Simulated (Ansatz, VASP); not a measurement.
## Two plane-wave programs on Si

Contents of INCAR:

```
SYSTEM = Si
PREC = Accurate
ENCUT = 520
EDIFF = 1E-6
ISMEAR = 0
SIGMA = 0.1
LREAL = .False.
LASPH = .True.
NELM = 60
ALGO = Normal
ISIF = 2
LWAVE = .False.
LCHARG = .True.
GGA = PS
LELF = .True.
LVHAR = .True.
NBANDS = 11
```

File KPOINTS:

```
regular mesh
0
Gamma
  6 6 6
  0 0 0
```

File POSCAR:

```
Si
1.0
    0.0000000000      2.7077196971      4.2706695932
    1.7058978516      0.0000000000      4.2706695932
    1.7058978516      2.7077196971      0.0000000000
Si
2
Direct
    0.1807743724      0.8192256276      0.1807743724
    0.8192256276      0.1807743724      0.8192256276
```

Input for Ansatz:

```yaml
crystal:
  lattice:
    - [0.0, 2.7077196971, 4.2706695932]
    - [1.7058978516, 0.0, 4.2706695932]
    - [1.7058978516, 2.7077196971, 0.0]
  atoms:
    - { symbol: Si, position: [0.1807743724, 0.8192256276, 0.1807743724] }
    - { symbol: Si, position: [0.8192256276, 0.1807743724, 0.8192256276] }
basis:
  ecutwfc: 420
kpoints:
  mp_grid: { grid: [6, 6, 6] }
hamiltonian:
  xc: pbesol
scf:
  occupations: { method: gaussian, width: 0.1 }
output:
  forces: true
  stress: true
  eigenvalues: true
```

Alike in both runs: task single point; functional PBEsol; k mesh 6 × 6 × 6; occupations gaussian, width 0.1 eV; no spin polarisation.

|  | VASP | Ansatz |
| --- | --- | --- |
| version | VASP 6.6.1 | Ansatz 0.2.0 |
| potentials or method | VASP PAW PBE potentials, release 64 (Si) | scalar-relativistic, plane waves, PAW |
| plane-wave cutoff (eV) | 520 | 420 |
| valence electrons in the cell | 8 | 8 |

|  | VASP | Ansatz | Ansatz less VASP |
| --- | --- | --- | --- |
| gap on the k mesh at the Fermi level (eV) | none | none | - |
| pressure (GPa) | 74.1 | 73.8 | -0.28 |
| largest component of the traceless stress (GPa) | 75.88 | 75.58 | -0.301 |
| rms of the force components (eV/Å) | 1.250 | 1.269 | +0.0186 |

Atom by atom the forces differ by 0.019 eV/Å (rms over components). A gap of «none» marks a metal or a gap that the smearing closes.

Caveats: the k mesh is coarse (spacing up to 0.38 Å⁻¹), so the values aren't converged; the cell as given lies far from equilibrium; so large a pressure means that the cell lies far from this level's equilibrium, or that cutoff or potentials fall short (VASP); the potentials were made for another functional, which shifts forces and pressure (VASP).
